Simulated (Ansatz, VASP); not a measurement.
**One calculation of GaN, two programs**

Contents of INCAR:

```
PREC = Accurate
ENCUT = 520
EDIFF = 1E-6
ISMEAR = 0
SIGMA = 0.01
LREAL = F
LASPH = T
NELM = 100
ALGO = Normal
ISIF = 2
LWAVE = F
LCHARG = F
GGA = CA
NBANDS = 16
```

File KPOINTS:

```
regular mesh
0
Gamma
  6 6 6
```

The input POSCAR:

```
GaN
1.0
    0.0000000000      2.2489525415      2.2489525415
    2.2489525415      0.0000000000      2.2489525415
    2.2489525415      2.2489525415      0.0000000000
Ga N
1 1
Direct
    0.0000000000      0.0000000000      0.0000000000
    0.2500000000      0.2500000000      0.2500000000
```

Input for Ansatz:

```yaml
crystal:
  lattice:
    - [0.0, 2.2489525415, 2.2489525415]
    - [2.2489525415, 0.0, 2.2489525415]
    - [2.2489525415, 2.2489525415, 0.0]
  atoms:
    - { symbol: Ga, position: [0.0, 0.0, 0.0] }
    - { symbol: "N", position: [0.25, 0.25, 0.25] }
kpoints:
  mp_grid: { grid: [6, 6, 6] }
hamiltonian:
  xc: lda
scf:
  occupations: { method: fixed }
  n_extra_bands: 4
output:
  forces: true
  stress: true
  eigenvalues: true
```

Alike in both runs: task single point; functional LDA; k mesh 6 × 6 × 6; no spin polarisation.

|  | VASP | Ansatz |
| --- | --- | --- |
| version | VASP 6.6.1 | Ansatz 0.2.0 |
| potentials or method | VASP PAW LDA potentials, release 64 (Ga_d, N) | plane waves |
| plane-wave cutoff (eV) | 520 | 420 |
| occupations | gaussian, width 0.01 eV | fixed |
| valence electrons in the cell | 18 | 18 |

Ansatz gave:

```
gap on the k mesh at the Fermi level (eV) : 1.77
pressure (GPa)                            : -5.5
```

Estimate VASP's values.

gap on the k mesh at the Fermi level (eV): 1.78; pressure (GPa): -4.4.

A hybrid or GW would open this gap; LDA tends to underestimate it.
